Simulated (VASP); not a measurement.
A run of VASP 6.6.1 is set up as follows.

The input INCAR:

```
  PREC = Accurate
  ENCUT = 520
  EDIFF = 1E-6
  ISMEAR = -1
  SIGMA = 0.02
  LREAL = False
  LASPH = True
  NELM = 100
  ALGO = Normal
  ISIF = 2
  LWAVE = False
  LCHARG = False
  GGA = PE
  NBANDS = 28
```

The input KPOINTS:

```
regular mesh
0
Gamma
  6 6 4
```

File POSCAR:

```
PbO
1.0
    3.5664584755      0.0000000000      0.0000000000
   -1.7832292377      3.0886436413      0.0000000000
    0.0000000000      0.0000000000      6.4701096425
Pb O
2 2
Direct
    0.0000000000      0.0000000000      0.0000000000
    0.0000000000      0.0000000000      0.5000000000
    0.3333333333      0.6666666667      0.2500000000
    0.6666666667      0.3333333333      0.7500000000
```

Potentials or basis: VASP PAW PBE potentials, release 64 (Pb_d, O).

Command:

```sh
$ cat potpaw_PBE.64/Pb_d/POTCAR potpaw_PBE.64/O/POTCAR > POTCAR
$ mpirun -np 1 vasp_std > vasp.out
```

**Question.** What does it give for the pressure?

**Answer.** 2.6 GPa.

**Question.** What does it give for the band gap on the k mesh?

**Answer.** None (metal or under the smearing width).

Stress tensor (GPa, compression positive):
```
2.52 0.00 0.00
0.00 2.52 0.00
0.00 0.00 2.74
```

The run has no spin-orbit coupling, so splittings on Pb are missing.
